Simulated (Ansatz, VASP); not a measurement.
Two plane-wave programs on Tl

INCAR

```
PREC     = Accurate       # precision mode
ENCUT    = 520            # plane-wave cutoff, eV
EDIFF    = 1E-6           # SCF threshold, eV
ISMEAR   = 0              # smearing method
SIGMA    = 0.15           # smearing width, eV
LREAL    = F              # projectors in reciprocal space
LASPH    = T              # aspherical terms in the spheres
NELM     = 80             # most SCF steps
ALGO     = Fast           # electronic algorithm
ISIF     = 2              # what is computed and relaxed
LWAVE    = F              # write WAVECAR
LCHARG   = T              # write CHGCAR
GGA      = PS             # functional
LELF     = T              # ELF
LVHAR    = T            
NBANDS   = 12             # bands
```

File KPOINTS:

```
Automatic mesh
0
Gamma
  20 20 20
```

Contents of POSCAR:

```
Tl
1.0
   -1.7784612949      1.7784612949      2.3119996833
    1.7784612949     -1.7784612949      2.3119996833
    1.7784612949      1.7784612949     -2.3119996833
Tl
1
Direct
    0.0000000000      0.0000000000      0.0000000000
```

Input for Ansatz:

```yaml
crystal:
  lattice:
    - [-1.7784612949, 1.7784612949, 2.3119996833]
    - [1.7784612949, -1.7784612949, 2.3119996833]
    - [1.7784612949, 1.7784612949, -2.3119996833]
  atoms:
    - { symbol: Tl, position: [0.0, 0.0, 0.0] }
basis:
  ecutwfc: 420
kpoints:
  mp_grid: { grid: [20, 20, 20] }
hamiltonian:
  xc: pbesol
scf:
  occupations: { method: gaussian, width: 0.15 }
output:
  forces: true
  stress: true
  eigenvalues: true
```

Alike in both runs: task single point; functional PBEsol; k mesh 20 × 20 × 20; occupations gaussian, width 0.15 eV; no spin polarisation.

|  | VASP | Ansatz |
| --- | --- | --- |
| version | VASP 6.6.1 | Ansatz 0.2.0 |
| potentials or method | VASP PAW PBE potentials, release 64 (Tl_d) | scalar-relativistic, plane waves, PAW |
| plane-wave cutoff (eV) | 520 | 420 |
| valence electrons in the cell | 13 | 13 |

```tsv
	VASP	Ansatz	Ansatz less VASP
gap on the k mesh at the Fermi level (eV)	none	none	-
pressure (GPa)	-1.1	-1.1	+0.05
largest component of the traceless stress (GPa)	0.14	0.14	+0.004
```

A gap of «none» marks a metal or a gap that the smearing closes. The functional is the same, so the differences come from potentials, cutoffs and numerics.

Caveats: the PAW data sets were made with another functional, which shifts forces and pressure a little (VASP). Spin-orbit coupling is left out, which matters for the levels of Tl.
